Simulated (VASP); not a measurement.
## WS₂ (1T (CdI2) bulk), LDA single-point calculation: Ansatz's output and VASP's

```yaml
crystal:
  lattice:
    - [3.22876, 0.00000, 0.00000]
    - [-1.61438, 2.79619, 0.00000]
    - [0.00000, 0.00000, 5.99365]
  atoms:
    - { symbol: W, position: [0.00000, 0.00000, 0.00000] }
    - { symbol: S, position: [0.33333, 0.66667, 0.25668] }
    - { symbol: S, position: [0.66667, 0.33333, 0.74332] }
```

Ansatz printed

```
the search or the solves at the SCF's close seem to have found levels that the self-consistency loop had missed (the run counts 1). By its estimate they hold under 1e-12 electrons; where the run keeps them, the occupations were computed again with them
SCF 1 converged in 7 iterations: F = -11870.750616 eV  dr2 = 7.07e-9
  greatest PAW one-centre occupation: 1.000 electrons in one spin orbital (limit 2), on the W atom at site 0 (counted from 0), in its partial waves of l = 0
NSCF: frozen V_eff on 7 k-points
SCF converged after 7 iterations
Free energy (F): -11870.750616 eV
Harris-Foulkes:  -11870.750616 eV  (|F-HF|=2.96e-10)
Internal energy: -11870.748924 eV  (E = F + TS)
E sigma→0 (E₀):  -11870.749770 eV
Entropy (-TS):   -0.001691 eV (-0.564 meV/atom)
Fermi energy:    11.401138 eV
--- Per-component energies (eV) ---
  E_band       = -198.302547
  E_kinetic    = 666.304815
  E_local      = -1688.600711  (includes V_loc(G=0)·N_el)
  E_nonlocal   = 65.473881
  E_hartree    = 657.437775
  E_xc         = -457.948543
  E_vxc        = -414.918524  (∫ρ·V_xc dr)
  E_paw        = -9447.311388  (= ΣΔE_a)
  E_vpaw       = -141.437694  (= ΣTr[D̂ρ^β])
  E_aug_tail   = -0.000066  (compensation charges beyond the density's cutoff)
  E_ewald      = -1666.694236
  E_core_change = 0.589548  (= ΣΔE_core)
  E_smearing   = -0.001691  (= −TS)
  E_closure    = -0.000000  (closes the sum)
  Σ components = -11870.750616   (vs F -11870.750616, Δ=0.00e0)
--- Forces (eV/Å), atoms counted from 1 ---
  atom   1  W      0.00000000    -0.00000000     0.00000000
  atom   2  S     -0.00000000     0.00000000    -0.13745014
  atom   3  S      0.00000000     0.00000000     0.13745014
  max |Σ_I F_I| component: 2.78e-17 eV/Å
--- Stress (GPa, compression-positive) ---
       -5.788686       0.000000       0.000000
       -0.000000      -5.788686      -0.000000
        0.000000      -0.000000      -3.097904
  P = ⅓ Tr σ = -4.8918 GPa (-48.918 kbar)
--- Band table (eV; the first three rows and the last of 69) ---
  k-point 0: bands = ["-63.4274", "-27.6108", "-27.6108", "-27.5912", "-4.1425", "-2.1502", "3.7617", "7.0328", "7.0328", "9.6937", "10.2473", "10.5365", "10.5365", "10.8452", "10.8452", "14.7299", "14.7299"]
  k-point 1: bands = ["-63.4274", "-27.6108", "-27.6108", "-27.5912", "-4.0192", "-2.3978", "4.2728", "7.0431", "7.0431", "8.3026", "10.5275", "10.5275", "10.7765", "10.7765", "11.1656", "14.8996", "14.8996"]
  k-point 2: bands = ["-63.4274", "-27.6108", "-27.6108", "-27.5913", "-3.8559", "-2.6750", "4.9897", "7.0535", "7.0535", "7.2360", "10.5190", "10.5190", "10.7102", "10.7102", "11.5365", "15.0749", "15.0749"]
  k-point 68: bands = ["-63.4118", "-27.8143", "-27.8143", "-27.5306", "-1.6664", "-1.6664", "5.3929", "5.3929", "5.4509", "7.1368", "7.3582", "7.3582", "11.7957", "11.7957", "12.0627", "15.6784", "15.6784"]
```

Each program uses its own PAW datasets. VASP's cell holds 26 valence electrons and Ansatz's 26. LDA means the Perdew–Zunger form with relativistic exchange in VASP and the Perdew–Wang form in Ansatz. Ansatz's stress includes a Pulay correction; VASP's doesn't.

Question: What does VASP give for the same cell and level of theory?

Answer: gap between bands v and c -1.36 eV (bands overlap: a metal); least direct gap 0.00 eV; pressure -4.6 GPa; largest force 0.09 eV/Å.

From OUTCAR

```
k-points           NKPTS =     69   k-points in BZ     NKDIM =     69   number of bands    NBANDS=     20

   NELECT =      26.0000    total number of electrons

   dimension x,y,z NGX =    24 NGY =   24 NGZ =   48
   dimension x,y,z NGXF=    48 NGYF=   48 NGZF=   96

  energy-cutoff  :      520.00
  volume of cell :       54.11
      direct lattice vectors                 reciprocal lattice vectors
     3.228764391  0.000000000  0.000000000     0.309716002  0.178814617  0.000000000
    -1.614382195  2.796191985  0.000000000     0.000000000  0.357629235  0.000000000
     0.000000000  0.000000000  5.993645311     0.000000000  0.000000000  0.166843373

 k-points in reciprocal lattice and weights: KPOINTS created by Atomic Simulation Env
   0.00000000  0.00000000  0.00000000       0.002
   0.08333333 -0.00000000  0.00000000       0.010
   0.16666667 -0.00000000  0.00000000       0.010
   0.25000000 -0.00000000  0.00000000       0.010
   0.33333333 -0.00000000  0.00000000       0.010
   0.41666667 -0.00000000  0.00000000       0.010
   0.50000000 -0.00000000  0.00000000       0.005
   0.08333333  0.08333333  0.00000000       0.010
   ...

 E-fermi :   7.3312

 k-point     1 :       0.0000    0.0000    0.0000
  band No.  band energies     occupation
      1     -67.1397      2.00000
      2     -31.5586      2.00000
      3     -31.5586      2.00000
      4     -31.5329      2.00000
      5      -8.1816      2.00000
      6      -6.1919      2.00000
      7      -0.3103      2.00000
      8       2.9641      2.00000
      9       2.9641      2.00000
     10       5.6146      2.00000
     11       6.1770      2.00000
     12       6.4705      2.00000
     13       6.4705      2.00000
     14       6.7718      2.00000
     15       6.7718      2.00000
     16      10.6686      0.00000
     17      10.6686      0.00000
     18      12.8213      0.00000
     19      12.8298      0.00000
     20      16.4728      0.00000

 k-point     2 :       0.0833   -0.0000    0.0000
  band No.  band energies     occupation
      1     -67.1387      2.00000
      2     -31.5788      2.00000
      3     -31.5633      2.00000
      4     -31.5293      2.00000
      5      -8.0642      2.00000
      6      -6.1768      2.00000
      7      -0.1647      2.00000
      8       2.7218      2.00000
      9       3.0308      2.00000
     10       5.4801      2.00000
     11       5.7705      2.00000
     12       5.8852      2.00000
     13       6.2151      2.00000
     14       7.1545      1.99971
     15       7.3432      0.71000
     16      10.4097      0.00000
     17      10.6501      0.00000
     18      13.2675      0.00000
     19      13.4414      0.00000
     20      16.1809      0.00000

 k-point     3 :       0.1667   -0.0000    0.0000
  band No.  band energies     occupation
      1     -67.1361      2.00000
      2     -31.6337      2.00000
      3     -31.5762      2.00000
      4     -31.5193      2.00000
      5      -7.7279      2.00000
      6      -6.1343      2.00000
      7       0.2492      2.00000
      8       2.2624      2.00000
      9       3.1775      2.00000
     10       4.1020      2.00000
     11       5.3136      2.00000
     12       5.7486      2.00000
     13       6.0757      2.00000
     14       7.4469      0.00612
     15       7.8665      0.00000
     16      10.3367      0.00000
     17      10.7094      0.00000
     18      14.1196      0.00000
     19      14.4249      0.00000
     20      16.0218      0.00000

 k-point     4 :       0.2500   -0.0000    0.0000
  band No.  band energies     occupation
      1     -67.1326      2.00000
      2     -31.7079      2.00000
      3     -31.5937      2.00000
      4     -31.5057      2.00000
      5      -7.2257      2.00000
      6      -6.0683      2.00000
      7       0.8211      2.00000
      8       1.9282      2.00000
      9       2.6773      2.00000
     10       3.2510      2.00000
     11       5.0245      2.00000
     12       5.1763      2.00000
     13       5.8609      2.00000
     14       7.8720      0.00000
     15       8.1732      0.00000
     16      10.8887      0.00000
     17      10.9532      0.00000
     18      14.0755      0.00000
     19      14.6039      0.00000
     20      15.6684      0.00000

 ...

  Total       -1.8486499     -1.8486499     -0.9147003     -0.0000000     -0.0000000      0.0000000
  in kB      -54.7357253    -54.7357253    -27.0828905     -0.0000000     -0.0000000      0.0000000
  external PRESSURE =     -45.5181137 kB  Pullay stress =       0.0000000 kB

 POSITION                                       TOTAL-FORCE (eV/Angst)
 -----------------------------------------------------------------------------------
      0.00000      0.00000      0.00000         0.000000      0.000000      0.000000
      0.00000      1.86413      1.53847        -0.000000     -0.000000     -0.091265
      1.61438      0.93206      4.45518         0.000000      0.000000      0.091265
 -----------------------------------------------------------------------------------
    total drift:                               -0.000000      0.000000     -0.000000

  FREE ENERGIE OF THE ION-ELECTRON SYSTEM (eV)
  ---------------------------------------------------
  free  energy   TOTEN  =       -25.3293582560 eV

  energy  without entropy=      -25.3276767338  energy(sigma->0) =      -25.32851749
```
